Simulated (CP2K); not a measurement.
Crystal: Cu.

```
Cu
1.0
     2.46108    0.00000    0.00000
    -0.92224    2.28175    0.00000
    -0.76942   -1.14087    2.04042
Cu
1
Direct
  0.00000 0.00000 0.00000
```

This isn't the form of Cu at room conditions, which is fcc.

| Quantity | Value |
| --- | --- |
| Program | CP2K 2026.2 |
| Task | single point |
| Functional | PBE |
| Potentials or basis | POTENTIAL_UZH Cu GTH-PBE-q11; TZVP-MOLOPT-PBE-GTH basis |
| Density cutoff | 6123 eV |
| k mesh | 13 × 13 × 13 |
| Occupations | fermi-dirac, width 0.05 eV |
| Spin | no spin polarisation |

On this cell: pressure 9.1 GPa; band gap on the k mesh none (metal or under the smearing width).

The same run follows on a disturbed copy (cell strained at random at fixed volume):

```
Cu
1.0
     2.43651    0.00000    0.00000
    -0.90341    2.25569    0.00000
    -0.72990   -1.19363    2.08480
Cu
1
Direct
  0.01879 0.00286 0.01439
```

**Question.** What changes?

**Answer.** The energy (extrapolated to zero smearing) moves by +8.0 meV/atom; pressure 9.6 GPa; band gap on the k mesh none (metal or under the smearing width).

Stress tensor (GPa, compression positive):
```
12.69 -2.16  1.82
-2.16 11.58  0.89
 1.82  0.89  4.63
```

Caveats: the basis of atomic orbitals isn't converged, which shifts pressures, moduli and gaps.
